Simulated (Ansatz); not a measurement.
The elements of this relaxed trial crystal are hidden behind letters.

```
lattice vectors (Å)
   3.5805    0.0000    0.0000
   0.0000    3.5805    0.0000
   0.0000    0.0000    3.2472
fractional positions
X 0.0000 0.5000 0.5000
X 0.5000 0.0000 0.5000
Z 0.0000 0.0000 0.0000
```

These are results of DFT PBE, scalar-relativistic, plane waves, PAW in Ansatz, not measurements. The final run on the 3-atom cell used 420 eV, a Γ-centred 14×14×14 mesh, 0.10 eV smearing and no spin polarisation.

| Item | Value |
| --- | --- |
| Space group | P4/mmm (No. 123) |
| Conventional cell | a = 3.581 Å, c = 3.247 Å |
| Volume per atom | 13.88 Å³ |
| Density | 4.58 g/cm³ |
| Formation energy | −0.02 eV/atom |
| Gap on the 14×14×14 mesh of the 3-atom cell | 0 eV (a metal) |

Energies are uncorrected and count from the elements' standard states at the same level.

Question: X is a p-block element of period 3 and Z is a d-block element of period 4. Which elements are they?

Answer: X = Si, Z = Ni, so the formula is Si2Ni. Density times volume gives a mean mass of 4.58 × 13.88/1.6605 = 38.3 u per atom, and this set has 38.3 u. Around Si lie 4 Ni at 2.42 Å and 4 Si at 2.53 Å; Ni has 8 Si at 2.42 Å. Other sets within the hints have nearly the same mass, so mass alone doesn't settle it; this one was computed.

Trial moments died out on the coarse mesh, so the last step has no spin; another magnetic start might hold. A later test with randomly moved atoms came back to the same energy, though modes that don't fit the test's cell weren't probed. Another cell of Si2Ni relaxed alike, in Fm-3m (a cell as deposited in COD), lies 0.34 eV/atom lower, so this cell isn't the stable form at this level.
